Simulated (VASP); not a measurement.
Here is a VASP 6.6.1 calculation.

File INCAR:

```
SYSTEM = HgTe
PREC     = Accurate       ! precision mode
ENCUT    = 600            ! plane-wave cutoff, eV
EDIFF    = 1E-7           ! SCF threshold, eV
ISMEAR   = 0              ! smearing method
SIGMA    = 0.03           ! smearing width, eV
LREAL    = .FALSE.        ! projectors in reciprocal space
LASPH    = .TRUE.         ! aspherical terms in the spheres
NELM     = 80             ! most SCF steps
ALGO     = Normal         ! electronic algorithm
ISIF     = 2              ! what is computed and relaxed
LWAVE    = .FALSE.        ! write WAVECAR
LCHARG   = .FALSE.        ! write CHGCAR
GGA      = PE             ! functional
IVDW     = 12             ! dispersion correction
IBRION   = 2              ! ionic algorithm
NSW      = 40             ! ionic steps
EDIFFG   = -0.01          ! ionic threshold
```

KPOINTS

```
Automatic mesh
0
G
  10 10 10
  0 0 0
```

POSCAR

```
HgTe                                    
1.0
    0.0000000000      3.2964600014      3.2964600014
    3.2964600014      0.0000000000      3.2964600014
    3.2964600014      3.2964600014      0.0000000000
  Hg              Te            
     1     1
Direct
     0.0000000000000000    0.0000000000000000    0.0000000000000000
     0.2500000000000000    0.2500000000000000    0.2500000000000000
```

Potentials or basis: VASP PAW PBE potentials, release 64 (Hg, Te).

Command:

```sh
$ cat potpaw_PBE.64/Hg/POTCAR potpaw_PBE.64/Te/POTCAR > POTCAR
$ mpirun -np 1 vasp_std > vasp.out
```

Q: Estimate the dispersion energy per atom.

A: -0.336 eV.

Q: Predict the band gap on the k mesh.

A: None (metal or under the smearing width).

Final structure:
```xyz
2
Lattice="0.0000 3.2965 3.2965 3.2965 0.0000 3.2965 3.2965 3.2965 0.0000" Properties=species:S:1:pos:R:3 pbc="T T T"
Hg    0.0000    0.0000    0.0000
Te    1.6482    1.6482    1.6482
```

Caveat: the relaxation stopped at its first step, so nothing moved. Spin-orbit coupling is left out, which matters for the levels of Hg, Te.
